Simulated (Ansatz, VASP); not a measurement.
# S in VASP and in Ansatz

```
S
1.0
     0.00000    1.99435    1.99435
     1.93452    0.00000    1.99435
     1.93452    1.99435    0.00000
S
1
Direct
  0.00000 0.00000 0.00000
```

Change from the starting cell: strain -0.0300 x Voigt [1, 0, 0, 0, 0, 0], atoms carried along.

Alike in both runs: task single point; functional PBE; dispersion D3(BJ); k mesh 20 × 20 × 20; occupations gaussian, width 0.15 eV; no spin polarisation.

|  | VASP | Ansatz |
| --- | --- | --- |
| version | VASP 6.6.1 | Ansatz 0.2.0 |
| potentials or method | VASP PAW PBE potentials, release 64 (S) | scalar-relativistic, plane waves, PAW |
| plane-wave cutoff (eV) | 520 | 420 |
| valence electrons in the cell | 6 | 6 |

|  | VASP | Ansatz | Ansatz less VASP |
| --- | --- | --- | --- |
| gap on the k mesh at the Fermi level (eV) | none | none | - |
| pressure (GPa) | -1.7 | -1.5 | +0.16 |
| largest component of the traceless stress (GPa) | 1.79 | 1.80 | +0.003 |

A gap of «none» marks a metal or a gap that the smearing closes.

Caveats: pairwise dispersion overbinds metals, which lowers pressure and volume.
